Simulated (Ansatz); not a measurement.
This Ansatz 0.2.0 run on TaN needs a look.

input.yaml

```yaml
crystal:
  lattice:
    - [0.0, 2.12287008, 2.211323]
    - [2.12287008, 0.0, 2.211323]
    - [2.12287008, 2.12287008, 0.0]
  atoms:
    - { symbol: Ta, position: [0.5, 0.5, 0.5] }
    - { symbol: "N", position: [0.0, 0.0, 0.0] }
hamiltonian:
  xc: pbe
  pseudopotentials: { kind: paw }
kpoints:
  mp_grid: { grid: [9, 9, 9] }
  band_path:
    path:
      - [[0.0, 0.0, 0.0], [0.0, 0.5, 0.5], [-0.2304, 0.5, 0.2696], [-0.3652, 0.3652, 0.0], [0.0, 0.0, 0.0], [0.5, 0.5, 0.0], [0.3652, 0.6348, 0.0], [0.0, 0.5, 0.0], [0.25, 0.75, 0.5], [0.5, 0.7696, 0.2696], [0.5, 0.5, 0.0]]
      - [[0.0, 0.5, 0.5], [0.25, 0.75, 0.5]]
    npoints: 14
scf:
  occupations: { method: fermi_dirac, width: 0.05 }
  n_extra_bands: 6
  max_iter: 50
output:
  forces: true
  stress: true
  eigenvalues: true
  fatbands: false
ecutwfc: 400
```

Potentials or basis: Ansatz PAW.

Launch:

```sh
$ ansatz run input.yaml --threads 2 --pin off --max-ram 5632MiB --backend cpu --events-out ev --progress --plain --runs-dir out
```

Output:

```text
Error: YAML parse error: error: line 28 column 1: unknown field `ecutwfc`, expected one of crystal, accuracy, basis, kpoints, hamiltonian, magnetization, projection, total_charge, correlation, batch, efield, external_charges, scf, relax, neb, saddle, md, ramp, phonons, dielectric, real_time, elastic, magnetic_configurations, gw, evaluate, workflow, output, checkpoint, execution
  --> <input>:28:1
   |
26 |   eigenvalues: true
27 |   fatbands: false
28 | ecutwfc: 400
   | ^ unknown field `ecutwfc`, expected one of crystal, accuracy, basis, kpoints, hamiltonian, magnetization, projection, total_charge, correlation, batch, efield, external_charges, scf, relax, neb, saddle, md, ramp, phonons, dielectric, real_time, elastic, magnetic_configurations, gw, evaluate, workflow, output, checkpoint, execution
```

Q: How did it end, and where is the flaw?

A: The program refused the input. The input holds a flaw that was put in on purpose: a keyword of another program (ecutwfc = 400).
